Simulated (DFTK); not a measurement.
# Sr (Im-3m) in DFTK: reference runs

Reference runs on Sr: the cell as given.

Program: DFTK 0.8.2. These are calculated values, not measurements. Logs are shortened: lines on timing, memory, paths and dates and some standing lists are left out, and cuts for length are marked.

**1. The crystal as given**

It takes space group Im-3m (No. 229, cubic). The conventional cell has a = 4.870 Å, b = 4.870 Å, c = 4.870 Å, α = 90.00°, β = 90.00°, γ = 90.00°. Around Sr (site symmetry m-3m) lie 8 Sr at 4.22 Å.

This isn't the form of Sr at room conditions, which is fcc.

**2. Single point, PBE**

The input, run.jl:

```julia
using DFTK
using PseudoPotentialData
using Unitful, UnitfulAtomic
using LinearAlgebra, Printf
include("save.jl")
disable_threading()

# lattice vectors are the columns
lattice = austrip(1u"Å") * [        -2.435          2.435          2.435;
                    2.435         -2.435          2.435;
                    2.435          2.435         -2.435]
symbols   = [:Sr]
positions = [[0.0, 0.0, 0.0]]
pseudopotentials = PseudoFamily("dojo.nc.sr.pbe.v0_4_1.standard.upf")
elements = Dict(s => ElementPsp(s, pseudopotentials) for s in unique(symbols))
atoms    = [elements[s] for s in symbols]

build_model(lattice, positions; symmetries=true) =
    model_DFT(lattice, atoms, positions;
              functionals=PBE(),
              temperature=austrip(0.05u"eV"),
              smearing=Smearing.FermiDirac(),
              symmetries)
Ecut  = 40.0  # hartree
kgrid = [8, 8, 8]
tol   = 1e-6
to_GPa = ustrip(uconvert(u"GPa", 1u"hartree/bohr^3"))

model = build_model(lattice, positions)
basis = PlaneWaveBasis(model; Ecut, kgrid)
display(basis)
scfres = self_consistent_field(basis;
                               tol,
                               nbandsalg=AdaptiveBands(model; n_bands_converge=10))
display(scfres.energies)
@printf "Fermi level: %.6f eV\n" ustrip(auconvert(u"eV", something(scfres.εF, NaN)))
forces = compute_forces_cart(scfres)
println("Forces (eV/Å)")
for (s, f) in zip(symbols, forces)
    @printf "%-3s %12.6f %12.6f %12.6f\n" s ustrip.(auconvert.(u"eV/Å", f))...
end
stress = compute_stresses_cart(scfres)
println("Stress (GPa)")
display(round.(stress * to_GPa; digits=4))
println("Levels at the first k-point (eV): ", round.(ustrip.(auconvert.(u"eV", scfres.eigenvalues[1][1:scfres.n_bands_converge])); digits=4))
save_scf!(scfres; forces, stress)
```

Potentials or basis: dojo.nc.sr.pbe.v0_4_1.standard.upf (PBE).

Command:

```console
$ julia --threads=1 run.jl  # save.jl only writes the numbers to a file and isn't shown; printed stress counts tension as positive; times include loading and compiling
```

Output:

```text
PlaneWaveBasis discretization:

    Ecut                 : 40.0 Ha
    fft_size             : (48, 48, 48), 110592 total points
    kgrid                : MonkhorstPack([8, 8, 8])
    num.   red. kpoints  : 512
    num. irred. kpoints  : 29

    Discretized Model(gga_x_pbe+gga_c_pbe, 3D):
        lattice (in Bohr)    : [-4.60148  , 4.60148   , 4.60148   ]
                               [4.60148   , -4.60148  , 4.60148   ]
                               [4.60148   , 4.60148   , -4.60148  ]
        unit cell volume     : 389.72 Bohr³

        atoms                : Sr
        pseudopot. family    : PseudoFamily("dojo.nc.sr.pbe.v0_4_1.standard.upf")

        num. electrons       : 10
        spin polarization    : none
        temperature          : 0.0018375 Ha
        smearing             : DFTK.Smearing.FermiDirac()

        terms                : Kinetic()
                               AtomicLocal()
                               AtomicNonlocal()
                               Ewald(nothing)
                               PspCorrection()
                               Hartree()
                               Xc(gga_x_pbe, gga_c_pbe)
                               Entropy()
n     Energy            log10(ΔE)   log10(Δρ)   Diag   Δtime
---   ---------------   ---------   ---------   ----   ------
  1   -34.22851754710                   -1.20    4.6    9.63s
  2   -34.23221901484       -2.43       -1.60    1.5    4.97s
  3   -34.23319741977       -3.01       -2.01    2.7    5.70s
  4   -34.23330975593       -3.95       -2.58    2.4    5.46s
  5   -34.23332178940       -4.92       -3.40    2.6    5.77s
  6   -34.23332195930       -6.77       -4.14    3.0    6.27s
  7   -34.23332196040       -8.96       -4.85    2.0    5.01s
  8   -34.23332196047      -10.15       -5.12    2.5    5.54s
  9   -34.23332196048      -10.94       -5.87    1.4    4.47s
 10   -34.23332196048      -11.98       -6.19    2.7    5.64s
Energy breakdown (in Ha):
    Kinetic             9.0682833
    AtomicLocal         -27.7005241
    AtomicNonlocal      5.0442948
    Ewald               -19.7720678
    PspCorrection       0.3295192
    Hartree             7.1025823
    Xc                  -8.3050584
    Entropy             -0.0003513

    total               -34.233321960484
Fermi level: 3.904461 eV
Forces (eV/Å)
Sr      0.000000     0.000000     0.000000
Stress (GPa)
3×3 StaticArraysCore.SMatrix{3, 3, Float64, 9} with indices SOneTo(3)×SOneTo(3):
 0.704  0.0    0.0
 0.0    0.704  0.0
 0.0    0.0    0.704
Levels at the first k-point (eV): [-32.7921, -14.6827, -14.6827, -14.6827, 0.3367, 6.2282, 6.2282, 6.2282, 7.4958, 7.4958]
```

Run time: 2.1 min. Hardware: 1 thread of Intel Xeon Platinum 8259CL at 2.50GHz (Skylake/Cascade Lake), shared host; peak memory 1.7 GiB.

Results:

- Free energy: -931.5361 eV
- Pressure: -0.7 GPa
- Band gap on the k mesh: none (metal or under the smearing width)

Caveat: the cell was measured hot, at 901 K.
